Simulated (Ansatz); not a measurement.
**NbAs under changes of volume**

One of the cells (17.395 Å³/atom); the others are scaled copies at fixed shape and fractional positions:

```
CELL_PARAMETERS angstrom
-1.72585 1.72585 5.84000
1.72585 -1.72585 5.84000
1.72585 1.72585 -5.84000
ATOMIC_POSITIONS crystal
Nb 0.50000 0.00000 0.50000
Nb 0.75000 0.75000 0.00000
As 0.91600 0.41600 0.50000
As 0.16600 0.16600 0.00000
```

```yaml
Program: Ansatz 0.2.0
Functional: LDA
Potentials_or_basis: all-electron LAPW, scalar-relativistic
Cutoff: 246 eV (chosen from the basis error)
Basis_error_allowed: 0.002 eV/atom
k_mesh: 11 × 11 × 11
Occupations: fermi-dirac, width 0.05 eV
Spin: no spin polarisation
```

| volume (Å³/atom) | energy over the lowest point (meV/atom) | pressure (GPa) | largest force (eV/Å) |
| --- | --- | --- | --- |
| 16.351 | ? | ? | ? |
| 16.699 | 0.00 | 1.7 | 0.328 |
| 17.047 | 0.49 | -2.1 | 0.300 |
| 17.395 | 8.88 | -5.5 | 0.275 |
| 17.743 | 24.31 | -8.6 | 0.251 |
| 18.091 | 46.05 | -11.3 | 0.229 |
| 18.438 | 73.42 | -13.8 | 0.208 |

Task: What does the run at 16.351 Å³/atom give?

Result: Energy over the lowest point 8.33 meV/atom; pressure 6.0 GPa; largest force 0.357 eV/Å.

Worked out: A Birch-Murnaghan fit of order 3 (a polynomial in V^(-2/3)) to the other rows has its minimum at 16.85 Å³/atom with B0 = V·E''(V) = 186 GPa and B' = 4.3 at fixed shape and positions, which overstates the stiffness. It gives 8.27 meV/atom at 16.351 Å³/atom, against the run's 8.33, and -dE/dV = 6.0 GPa, against 6.0.

Energies are extrapolated to zero smearing.
